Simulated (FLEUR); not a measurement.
# MgS: equation of state with PBEsol

MgS:

```xyz
2
Lattice="0.0000 2.8331 2.8331 2.8331 0.0000 2.8331 2.8331 2.8331 0.0000" Properties=species:S:1:pos:R:3 pbc="T T T"
S     1.4166    1.4166    1.4166
Mg    0.0000    0.0000    0.0000
```

The cell comes from a database or a generator and needn't be the stable form of this composition.

```json
{
 "Program": "FLEUR MaX-R8.1 (later development tree)",
 "Task": "equation of state",
 "Functional": "PBEsol",
 "Potentials or basis": "all-electron",
 "Basis": "FLAPW",
 "Kmax": "4.71 1/bohr",
 "k mesh": "8 × 8 × 8",
 "Occupations": "fermi-dirac, width 0.05 eV",
 "Spin": "no spin polarisation"
}
```

| Item | Value |
| --- | --- |
| Equilibrium volume | 22.56 Å³/atom |
| Bulk modulus | 58 GPa |
| Pressure derivative of the bulk modulus | 4.1 |

Energy against volume, from the lowest point:
```tsv
volume (Å³/atom)	energy (meV/atom)
21.376	11.95
21.831	4.20
22.285	0.34
22.740	0.00
23.195	2.83
23.650	8.53
24.105	16.82
```
